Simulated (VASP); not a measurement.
# Rh (R-3m) in VASP: a series of runs, part 2 of 3

VASP 6.6.1. The steps go on from the part before.

**3. Single point, PBE**

This run uses another cell than the first one, of 14.08 Å³/atom, 0.879 times its volume.

INCAR reads:

```
SYSTEM = Rh
ALGO     = Fast           ! electronic algorithm
EDIFF    = 1E-6           ! SCF threshold, eV
ENCUT    = 520            ! plane-wave cutoff, eV
GGA      = PE             ! functional
ISIF     = 2              ! what is computed and relaxed
ISMEAR   = 0              ! smearing method
LASPH    = .True.         ! aspherical terms in the spheres
LCHARG   = .False.        ! write CHGCAR
LREAL    = .False.        ! projectors in reciprocal space
LWAVE    = .False.        ! write WAVECAR
NBANDS   = 30             ! bands
NELM     = 100            ! most SCF steps
PREC     = Accurate       ! precision mode
SIGMA    = 0.1            ! smearing width, eV
```

KPOINTS reads:

```
k-points
0
Gamma
  21 21 21
  0 0 0
```

POSCAR reads:

```
Rh
1.0
    1.3559963441      0.7828848543      6.6319266525
   -1.3559963441      0.7828848543      6.6319266525
    0.0000000000     -1.5657697086      6.6319266525
Rh
3
Direct
    0.0000000000      0.0000000000      0.0000000000
    0.2227670389      0.2227670389      0.2227670389
    0.7772329611      0.7772329611      0.7772329611
```

Potentials or basis: VASP PAW PBE potentials, release 64 (Rh_pv).

The run is started by

```bash
> cat potpaw_PBE.64/Rh_pv/POTCAR > POTCAR
> mpirun -np 1 vasp_std > vasp.out
```

OUTCAR:

```text
SYSTEM = Rh
   EDIFF = 1E-6
   ENCUT = 520
   GGA = PE
   ISIF = 2
   ISMEAR = 0
   LASPH = .True.
   LREAL = .False.
   NELM = 100
   PREC = Accurate

 ion  position               nearest neighbor table
   1  0.000  0.000  0.000-   3 2.70   3 2.70   2 2.70   2 2.70   3 2.70   2 2.70
   2  0.223  0.223  0.223-   1 2.70   1 2.70   1 2.70   3 2.73   3 2.73   3 2.73
   3  0.777  0.777  0.777-   1 2.70   1 2.70   1 2.70   2 2.73   2 2.73   2 2.73

  LATTYP: Found a trigonal (rhomboedric) cell.
 ALAT       =     6.8142560786
 COS(alpha) =     0.9208027444

  Lattice vectors:

 A1 = (   1.3559963441,   0.7828848543,   6.6319266525)
 A2 = (  -1.3559963441,   0.7828848543,   6.6319266525)
 A3 = (   0.0000000000,  -1.5657697086,   6.6319266525)

Analysis of symmetry for initial positions (statically):
=====================================================================
 Subroutine PRICEL returns:
 Original cell was already a primitive cell.

 Routine SETGRP: Setting up the symmetry group for a
 trigonal (rhombohedral) supercell.

 Subroutine GETGRP returns: Found 12 space group operations
 (whereof 12 operations were pure point group operations)
 out of a pool of 12 trial point group operations.

The static configuration has the point symmetry D_3d.

Analysis of symmetry for dynamics (positions and initial velocities):
=====================================================================
 Subroutine PRICEL returns:
 Original cell was already a primitive cell.

 Routine SETGRP: Setting up the symmetry group for a
 trigonal (rhombohedral) supercell.

 Subroutine GETGRP returns: Found 12 space group operations
 (whereof 12 operations were pure point group operations)
 out of a pool of 12 trial point group operations.

The dynamic configuration has the point symmetry D_3d.

 Subroutine INISYM returns: Found 12 space group operations
 (whereof 12 operations are pure point group operations),
 and found     1 'primitive' translations

----------------------------------------------------------------------------------------

                                     Primitive cell

  volume of cell :      42.2423

  direct lattice vectors                    reciprocal lattice vectors
     1.355996344  0.782884854  6.631926652     0.368732558  0.212887841  0.050261915
    -1.355996344  0.782884854  6.631926652    -0.368732558  0.212887841  0.050261915
     0.000000000 -1.565769709  6.631926652     0.000000000 -0.425775683  0.050261915

  length of vectors
     6.814256079  6.814256079  6.814256079     0.428732075  0.428732075  0.428732075

  position of ions in fractional coordinates (direct lattice)
     0.000000000  0.000000000  0.000000000
     0.222767039  0.222767039  0.222767039
     0.777232961  0.777232961  0.777232961

  ion indices of the primitive-cell ions
   primitive index   ion index
                 1           1
                 2           2
                 3           3

----------------------------------------------------------------------------------------

 KPOINTS: k-points

Automatic generation of k-mesh.
 Grid dimensions read from file:
 generate k-points for:   21   21   21

 Generating k-lattice:

  Cartesian coordinates                     Fractional coordinates (reciprocal lattice)
     0.017558693  0.010137516  0.002393425     0.047619048  0.000000000 -0.000000000
    -0.017558693  0.010137516  0.002393425     0.000000000  0.047619048 -0.000000000
     0.000000000 -0.020275033  0.002393425    -0.000000000 -0.000000000  0.047619048

  Length of vectors
     0.020415813  0.020415813  0.020415813

  Shift w.r.t. Gamma in fractional coordinates (k-lattice)
     0.000000000  0.000000000  0.000000000

 Subroutine IBZKPT returns following result:
 ===========================================

 Found    891 irreducible k-points:

 Following reciprocal coordinates:
            Coordinates               Weight
  0.000000  0.000000  0.000000      1.000000
  0.047619 -0.000000  0.000000      6.000000
  0.095238 -0.000000  0.000000      6.000000
  0.142857 -0.000000  0.000000      6.000000
  0.190476 -0.000000  0.000000      6.000000
  0.238095  0.000000  0.000000      6.000000
[... 16 lines left out ...]
 -0.428571  0.047619 -0.000000     12.000000
 -0.380952  0.047619 -0.000000     12.000000
 [... further k-points ...]
   k-points           NKPTS =    891   k-points in BZ     NKDIM =    891   number of bands    NBANDS=     30
   number of dos      NEDOS =    301   number of ions     NIONS =      3
   total plane-waves  NPLWV = 157464
   dimension x,y,z NGX =    54 NGY =   54 NGZ =   54
   dimension x,y,z NGXF=   108 NGYF=  108 NGZF=  108
   ions per type =               3
   NGX,Y,Z   is equivalent  to a cutoff of  13.17, 13.17, 13.17 a.u.
   NGXF,Y,Z  is equivalent  to a cutoff of  26.35, 26.35, 26.35 a.u.
 SYSTEM =  Rh
   PREC   = accura    normal or accurate (medium, high low for compatibility)
   ISTART =      0    job   : 0-new  1-cont  2-samecut
   ICHARG =      2    charge: 1-file 2-atom 10-const
   ISPIN  =      1    spin polarized calculation?
   LNONCOLLINEAR =      F non collinear calculations
   LSORBIT =      F    spin-orbit coupling
   LASPH  =      T    aspherical Exc in radial PAW
   ENCUT  =  520.0 eV  38.22 Ry    6.18 a.u.  12.67 12.67 12.67*2*pi/ulx,y,z
   NELM   =    100;   NELMIN=  2; NELMDL= -5     # of ELM steps
   EDIFF  = 0.1E-05   stopping-criterion for ELM
   LREAL  =      F    real-space projection
   EDIFFG = 0.1E-04   stopping-criterion for IOM
   NSW    =      0    number of steps for IOM
   IBRION =     -1    ionic relax: 0-MD 1-quasi-New 2-CG
   NFREE  =      0    steps in history (QN), initial steepest desc. (CG)
   ISIF   =      2    stress and relaxation
   ISYM   =      2    0-nonsym 1-usesym 2-fastsym
   POTIM  = 0.5000    time-step for ionic-motion
   TEBEG  =    0.0;   TEEND  =   0.0 temperature during run
   PSTRESS=    0.0 pullay stress
   NELECT =      45.0000    total number of electrons
   NUPDOWN=      -1.0000    fix difference up-down
   EMIN   =  10.00;   EMAX   =-10.00  energy-range for DOS
   EFERMI =   0.00;   METHOD = LEGACY
   ISMEAR =     0;   SIGMA  =   0.10  broadening in eV -4-tet -1-fermi 0-gaus
   EFERMI_NEDOS =   21; number of points for ismear=-14 and -15
   IALGO  =     68    algorithm
   IMIX   =      4    mixing-type and parameters
     AMIX     =   0.40;   BMIX     =  1.00
     AMIX_MAG =   1.60;   BMIX_MAG =  1.00
  volume/ion in A,a.u.               =      14.08        95.02
  Fermi-wavevector in a.u.,A,eV,Ry     =   1.671975  3.159575 38.035109  2.795502
  Thomas-Fermi vector in A             =   2.757204
   LORBIT       =      0    0 simple, 1 ext, 2 COOP (PROOUT), +10 PAW based schemes
   GGA     = PE    functional components
   LHFCALC =     F    Hartree Fock is set to
   AEXX    =    0.0000 exact exchange contribution
   IVDW    =     0    specifies the selected vdW correction
   LEPSILON=     F    determine dielectric tensor
   LRPA    =     F    only Hartree local field effects (RPA)
 non-spin polarized calculation
 RMM-DIIS sequential band-by-band and
 Gauss-broadening in eV      SIGMA  =   0.10
  energy-cutoff  :      520.00
  volume of cell :       42.24
 maximum number of plane-waves:      1154
 NGX is ok and might be reduce to    54
   NGX = 25   NGY = 25   NGZ = 25

 number of electron      45.0000002 magnetization

 Free energy of the ion-electron system (eV)
  ---------------------------------------------------
  ext. energy  EPLUGINS =         0.00000000
  ---------------------------------------------------
  free energy    TOTEN  =       -21.70651382 eV

  energy without entropy =      -21.68240152  energy(sigma->0) =      -21.69445767

 E-fermi :  11.5083     XC(G=0): -13.8773

 val. band max:       11.5077958102   @ k =   0.1429   0.0476   0.0000
 cond. band min:      11.5089950950   @ k =  -0.0952  -0.4762   0.0476
 fundamental gap:      0.0011992848
 Fermi energy:        11.5083313203

 k-point     1 :       0.0000    0.0000    0.0000
  band No.  band energies     occupation
      1     -35.4051      2.00000
      2     -35.3348      2.00000
      3     -34.9391      2.00000
      4     -34.9391      2.00000
      5     -34.9184      2.00000
      6     -34.9184      2.00000
[... 781 lines left out ...]
     29      22.0247      0.00000
     30      24.1275      0.00000

 [... further k-points ...]

------------------------ aborting loop because EDIFF is reached ----------------------------------------

  FORCE on cell =-STRESS in cart. coord.  units (eV):
  Direction    XX          YY          ZZ          XY          YZ          ZX
  --------------------------------------------------------------------------------------
  -------------------------------------------------------------------------------------
  Total        0.0249469      0.0249469      0.0235594      0.0000000      0.0000000      0.0000000
  in kB        0.9461923      0.9461923      0.8935672      0.0000000      0.0000000      0.0000000
  external PRESSURE =       0.9286506 kB  Pullay stress =       0.0000000 kB

 VOLUME and BASIS-vectors are now :
 -----------------------------------------------------------------------------
  energy-cutoff  :      520.00
  volume of cell :       42.24
      direct lattice vectors                 reciprocal lattice vectors
     1.355996344  0.782884854  6.631926652     0.368732558  0.212887841  0.050261915
    -1.355996344  0.782884854  6.631926652    -0.368732558  0.212887841  0.050261915
     0.000000000 -1.565769709  6.631926652     0.000000000 -0.425775683  0.050261915

 POSITION                                       TOTAL-FORCE (eV/Angst)
 -----------------------------------------------------------------------------------
      0.00000      0.00000      0.00000         0.000000      0.000000     -0.000000
      0.00000      0.00000      4.43212         0.000000     -0.000000     -0.001943
      0.00000      0.00000     15.46366         0.000000      0.000000      0.001943
 -----------------------------------------------------------------------------------
    total drift:                                0.000000     -0.000000      0.000000

  FREE ENERGIE OF THE ION-ELECTRON SYSTEM (eV)
  ---------------------------------------------------
  free  energy   TOTEN  =       -21.7065138203 eV

  energy  without entropy=      -21.6824015177  energy(sigma->0) =      -21.69445767
```

Wall time 50 min (1 thread of Intel Xeon 6975P-C (Granite Rapids), shared host); peak memory 1 GiB.

Results:

```yaml
Free_energy: -21.7065 eV
Pressure: 0.1 GPa
Band_gap_on_the_k_mesh: none (metal or under the smearing width)
```

Levels at points of the mesh, in eV from the Fermi level:
```csv
k point,band 19,band 20,band 21,band 22,band 23,band 24,band 25,band 26
"(0.00, 0.00, 0.00)",-2.61,-1.96,-1.91,-1.45,-1.45,-0.25,-0.25,0.05
```

**4. Single point, PBE**

INCAR reads:

```
SYSTEM = Rh
PREC     = Accurate       ! precision mode
ENCUT    = 520            ! plane-wave cutoff, eV
EDIFF    = 1E-6           ! SCF threshold, eV
ISMEAR   = 0              ! smearing method
SIGMA    = 0.1            ! smearing width, eV
LREAL    = .FALSE.        ! projectors in reciprocal space
LASPH    = .TRUE.         ! aspherical terms in the spheres
NELM     = 100            ! most SCF steps
ALGO     = Fast           ! electronic algorithm
ISIF     = 2              ! what is computed and relaxed
LWAVE    = .FALSE.        ! write WAVECAR
LCHARG   = .FALSE.        ! write CHGCAR
GGA      = PE             ! functional
NBANDS   = 30             ! bands
```

KPOINTS reads:

```
regular mesh
0
G
  9 9 9
  0 0 0
```

POSCAR reads:

```
Rh
1.0
    1.4210446743      0.8204405252      6.8678197437
   -1.4210446743      0.8204405252      6.8678197437
    0.0000000000     -1.6408810505      6.8678197437
Rh
3
Direct
    0.0000000000      0.0000000000      0.0000000000
    0.2222200000      0.2222200000      0.2222200000
    0.7777800000      0.7777800000      0.7777800000
```

Potentials or basis: VASP PAW PBE potentials, release 64 (Rh_pv).

The run is started by

```bash
> cat potpaw_PBE.64/Rh_pv/POTCAR > POTCAR
> mpirun -np 1 vasp_std > vasp.out
```

OUTCAR:

```text
SYSTEM = Rh
   PREC = Accurate
   ENCUT = 520
   EDIFF = 1E-6
   ISMEAR = 0
   LREAL = .FALSE.
   LASPH = .TRUE.
   NELM = 100
   ISIF = 2
   GGA = PE

 ion  position               nearest neighbor table
   1  0.000  0.000  0.000-   3 2.82   3 2.82   2 2.82   2 2.82   3 2.82   2 2.82
   2  0.222  0.222  0.222-   3 2.82   3 2.82   3 2.82   1 2.82   1 2.82   1 2.82
   3  0.778  0.778  0.778-   2 2.82   2 2.82   2 2.82   1 2.82   1 2.82   1 2.82

  LATTYP: Found a trigonal (rhomboedric) cell.
 ALAT       =     7.0611216286
 COS(alpha) =     0.9189975651

  Lattice vectors:

 A1 = (   1.4210446743,   0.8204405252,   6.8678197437)
 A2 = (  -1.4210446743,   0.8204405252,   6.8678197437)
 A3 = (   0.0000000000,  -1.6408810505,   6.8678197437)

Analysis of symmetry for initial positions (statically):
=====================================================================
 Subroutine PRICEL returns:
 Original cell was already a primitive cell.

 Routine SETGRP: Setting up the symmetry group for a
 trigonal (rhombohedral) supercell.

 Subroutine GETGRP returns: Found 12 space group operations
 (whereof 12 operations were pure point group operations)
 out of a pool of 12 trial point group operations.

The static configuration has the point symmetry D_3d.

Analysis of symmetry for dynamics (positions and initial velocities):
=====================================================================
 Subroutine PRICEL returns:
 Original cell was already a primitive cell.

 Routine SETGRP: Setting up the symmetry group for a
 trigonal (rhombohedral) supercell.

 Subroutine GETGRP returns: Found 12 space group operations
 (whereof 12 operations were pure point group operations)
 out of a pool of 12 trial point group operations.

The dynamic configuration has the point symmetry D_3d.

 Subroutine INISYM returns: Found 12 space group operations
 (whereof 12 operations are pure point group operations),
 and found     1 'primitive' translations
[... 115 lines left out ...]
   IMIX   =      4    mixing-type and parameters
     AMIX     =   0.40;   BMIX     =  1.00
     AMIX_MAG =   1.60;   BMIX_MAG =  1.00
  volume/ion in A,a.u.               =      16.01       108.07
  Fermi-wavevector in a.u.,A,eV,Ry     =   1.601784  3.026933 34.908640  2.565713
  Thomas-Fermi vector in A             =   2.698708
   LORBIT       =      0    0 simple, 1 ext, 2 COOP (PROOUT), +10 PAW based schemes
   GGA     = PE    functional components
   LHFCALC =     F    Hartree Fock is set to
   AEXX    =    0.0000 exact exchange contribution
   IVDW    =     0    specifies the selected vdW correction
   LEPSILON=     F    determine dielectric tensor
   LRPA    =     F    only Hartree local field effects (RPA)
 non-spin polarized calculation
 RMM-DIIS sequential band-by-band and
 Gauss-broadening in eV      SIGMA  =   0.10
  energy-cutoff  :      520.00
  volume of cell :       48.04
 maximum number of plane-waves:      1313
 NGX is ok and might be reduce to    54
   NGX = 27   NGY = 27   NGZ = 27

 number of electron      45.0000005 magnetization

 Free energy of the ion-electron system (eV)
  ---------------------------------------------------
  ext. energy  EPLUGINS =         0.00000000
  ---------------------------------------------------
  free energy    TOTEN  =       -21.22583638 eV

  energy without entropy =      -21.19685397  energy(sigma->0) =      -21.21134517

 E-fermi :   9.3319     XC(G=0): -13.0689

 val. band max:        9.3311187057   @ k =  -0.2222   0.4444   0.2222
 cond. band min:       9.3353319123   @ k =  -0.3333   0.4444   0.3333
 fundamental gap:      0.0042132066
 Fermi energy:         9.3318997452

 k-point     1 :       0.0000    0.0000    0.0000
  band No.  band energies     occupation
      1     -37.1507      2.00000
      2     -37.1352      2.00000
      3     -36.8456      2.00000
      4     -36.8456      2.00000
      5     -36.8404      2.00000
      6     -36.8404      2.00000
[... 781 lines left out ...]
     29      17.8566      0.00000
     30      20.0936      0.00000

 [... further k-points ...]

------------------------ aborting loop because EDIFF is reached ----------------------------------------

  FORCE on cell =-STRESS in cart. coord.  units (eV):
  Direction    XX          YY          ZZ          XY          YZ          ZX
  --------------------------------------------------------------------------------------
  -------------------------------------------------------------------------------------
  Total       -7.1389183     -7.1389183     -6.7916676      0.0000000      0.0000000      0.0000000
  in kB     -238.0773171   -238.0773171   -226.4967804      0.0000000      0.0000000      0.0000000
  external PRESSURE =    -234.2171382 kB  Pullay stress =       0.0000000 kB

 VOLUME and BASIS-vectors are now :
 -----------------------------------------------------------------------------
  energy-cutoff  :      520.00
  volume of cell :       48.04
      direct lattice vectors                 reciprocal lattice vectors
     1.421044674  0.820440525  6.867819744     0.351853822  0.203142899  0.048535539
    -1.421044674  0.820440525  6.867819744    -0.351853822  0.203142899  0.048535539
     0.000000000 -1.640881050  6.867819744     0.000000000 -0.406285798  0.048535539

 POSITION                                       TOTAL-FORCE (eV/Angst)
 -----------------------------------------------------------------------------------
      0.00000      0.00000      0.00000         0.000000     -0.000000      0.000000
      0.00000     -0.00000      4.57850        -0.000000     -0.000000      0.098249
      0.00000     -0.00000     16.02496        -0.000000      0.000000     -0.098249
 -----------------------------------------------------------------------------------
    total drift:                                0.000000     -0.000000      0.000000

  FREE ENERGIE OF THE ION-ELECTRON SYSTEM (eV)
  ---------------------------------------------------
  free  energy   TOTEN  =       -21.2258363763 eV

  energy  without entropy=      -21.1968539685  energy(sigma->0) =      -21.21134517
```

It took 4.7 min on 1 thread of Intel Xeon 6975P-C (Granite Rapids), shared host; peak memory 0.43 GiB.

What came out:

```
Free energy            : -21.2258 eV
Pressure               : -23.4 GPa
Largest force          : 0.098 eV/Å
Band gap on the k mesh : none (metal or under the smearing width)
```

Forces on the atoms (eV/Å):
```
Rh   0.000  0.000  0.000
Rh   0.000  0.000  0.098
Rh   0.000  0.000 -0.098
```

Levels at points of the mesh, in eV from the Fermi level:
```csv
k point,band 21,band 22,band 23,band 24,band 25,band 26
"(0.00, 0.00, 0.00)",-1.51,-1.22,-1.22,-0.20,-0.20,0.03
```

Caveat: so large a pressure means that the cell lies far from this level's equilibrium, or that cutoff or potentials fall short.

(Continued in part 3 of 3.)
